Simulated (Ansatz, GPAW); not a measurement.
This is a calculation of KBr for GPAW 26.7.0 (ASE script). 

The input run.py:

```python
from ase.dft.bandgap import bandgap
from ase.io import read, write
from ase.units import GPa
from gpaw import GPAW, PW

atoms = read('KBr.xyz')

calc = GPAW(mode=PW(600),
            xc='PBE',
            kpts={'size': (7, 7, 7), 'gamma': True},
            occupations={'name': 'methfessel-paxton', 'order': 0, 'width': 0.013000000000000001},
            nbands=16,
            convergence={'density': 1e-05, 'energy': 1e-05},
            maxiter=150,
            txt='gpaw.txt')
atoms.calc = calc
energy = atoms.get_potential_energy()
forces = atoms.get_forces()
stress = atoms.get_stress()
calc.write('gs.gpw')
write('result.traj', atoms)
print(f'Energy: {energy:.6f} eV')
print('Forces (eV/A):')
print(forces.round(4))
print('Stress (GPa):', (stress / GPa).round(3))
print('Fermi level:', round(calc.get_fermi_level(), 4), 'eV')
print(f'Gap: {bandgap(calc)[0]:.4f} eV, direct: {bandgap(calc, direct=True)[0]:.4f} eV')
```

The input KBr.xyz:

```xyz
2
Lattice="0.0000000000 3.3000000000 3.3000000000 3.3000000000 0.0000000000 3.3000000000 3.3000000000 3.3000000000 0.0000000000" Properties=species:S:1:pos:R:3 pbc="T T T"
Br     3.3000000000      3.3000000000      3.3000000000
K      0.0000000000      0.0000000000      0.0000000000
```

Potentials or basis: GPAW PAW data sets (gpaw-data 1.2.1), pw.

Run with:

```bash
$ OMP_NUM_THREADS=1 python run.py
```

Problem. What does the same run look like in Ansatz 0.2.0? Potentials or basis there: all-electron LAPW, scalar-relativistic.

Solution. As run (cutoffs and basis follow the program's own potentials, and thresholds, step limits or extra output files can differ):

Contents of input.yaml:

```yaml
crystal:
  lattice:
    - [0.0, 3.3, 3.3]
    - [3.3, 0.0, 3.3]
    - [3.3, 3.3, 0.0]
  atoms:
    - { symbol: Br, position: [0.5, 0.5, 0.5] }
    - { symbol: K, position: [0.0, 0.0, 0.0] }
kpoints:
  mp_grid: { grid: [7, 7, 7] }
scf:
  occupations: { method: gaussian, width: 0.013 }
hamiltonian:
  xc: pbe
  pseudopotentials: { kind: all_electron, lapw: { basis_error: 0.001 } }
output:
  forces: true
  stress: true
  eigenvalues: true
```

Potentials or basis: all-electron LAPW, scalar-relativistic.

Run with:

```console
$ ansatz run input.yaml --threads 1 --pin off --max-ram 3072MiB --backend cpu --events-out ev --progress --plain --runs-dir out
```

Both were run:

|  | GPAW | Ansatz |
| --- | --- | --- |
| Pressure | 0.7 GPa | 0.7 GPa |

Where Ansatz's input types no cutoff or centring, it takes its own default and a Γ-centred mesh.

Pressure is positive in compression.
